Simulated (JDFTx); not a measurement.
**Ca under changes of volume**

One of the cells (42.718 Å³/atom); the others are scaled copies at fixed shape and fractional positions:

```
CELL_PARAMETERS angstrom
-2.20520 2.20520 2.19611
2.20520 -2.20520 2.19611
2.20520 2.20520 -2.19611
ATOMIC_POSITIONS crystal
Ca 0.50000 0.50000 0.00000
```

This isn't the form of Ca at room conditions, which is fcc.

```yaml
Program: JDFTx 1.7.0 (patched build)
Functional: PBE
Potentials_or_basis: PseudoDojo-SR-PBE-0.5-standard
Cutoff: 925 eV
Density_cutoff: 3701 eV
k_mesh: 9 × 9 × 9
Occupations: fermi-dirac, width 0.05 eV
Spin: no spin polarisation
```

| volume (Å³/atom) | energy over the lowest point (meV/atom) | pressure (GPa) |
| --- | --- | --- |
| 40.155 | 5.46 | 0.9 |
| 41.009 | 1.79 | 0.4 |
| 41.864 | 0.00 | 0.1 |
| 42.718 | 0.01 | -0.3 |
| 43.573 | 1.73 | -0.6 |
| 44.427 | 5.04 | -0.8 |
| 45.281 | ? | ? |

Question: What does the run at 45.281 Å³/atom give?

Answer: Energy over the lowest point 9.84 meV/atom; pressure -1.1 GPa.

Worked out: A Birch-Murnaghan fit of order 3 (a polynomial in V^(-2/3)) to the other rows has its minimum at 42.28 Å³/atom with B0 = V·E''(V) = 16.2 GPa (rough, since the energies scatter) at fixed shape and positions, which overstates the stiffness. It gives 9.87 meV/atom at 45.281 Å³/atom, against the run's 9.84, and -dE/dV = -1.0 GPa, against -1.1.

Energies are extrapolated to zero smearing.
